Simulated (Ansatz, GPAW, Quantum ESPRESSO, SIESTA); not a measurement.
## One calculation of Sr, 7 ways

```
CELL_PARAMETERS angstrom
0.00000 3.04235 3.04235
3.04235 0.00000 3.04235
3.04235 3.04235 0.00000
ATOMIC_POSITIONS crystal
Sr 0.00000 0.00000 0.00000
```

Alike in all runs: task band structure; functional PBEsol; k mesh 8 × 8 × 8; occupations fermi-dirac, width 0.05 eV; no spin polarisation; no spin-orbit coupling. Pressure is positive in compression and, in plane waves, holds the error of the finite cutoff, which Ansatz's Pulay term estimates and takes out.

| program and potentials | plane-wave cutoff (eV) | notes | pressure (GPa) |
| --- | --- | --- | --- |
| Ansatz, Ansatz PAW | 420 | potentials made for PBE, which Ansatz adapts in part | -0.90 |
| GPAW, PAW data sets generated for this functional | 600 | - | -0.85 |
| Ansatz, all-electron LAPW, scalar-relativistic | - | - | -0.90 |
| SIESTA, files PseudoDojo sr-pbesol-0.4.1-standard, DZP (energy shift 0.003 Ry; two zetas on semicore shells; d shell added on Sr) | - | atomic basis | -0.93 |
| Quantum ESPRESSO, PseudoDojo 0.4.1 SR PBEsol standard | 925 | - | -0.90 |
| Ansatz, PAW datasets made for the crystal | 200 | - | -0.90 |
| Quantum ESPRESSO, GBRV 1.5 PBEsol | 612 | - | -0.89 |

The pressure spans -0.93 (SIESTA, files PseudoDojo sr-pbesol-0.4.1-standard, DZP (energy shift 0.003 Ry; two zetas on semicore shells; d shell added on Sr)) to -0.85 GPa (GPAW, PAW data sets generated for this functional), with all-electron results at -0.90. Rows in atomic bases carry the error of their basis and grid, which can be large.

The functional is the same throughout but for its coding, so the spread measures potentials, basis and numerics; runs on potential files found faulty are left out.
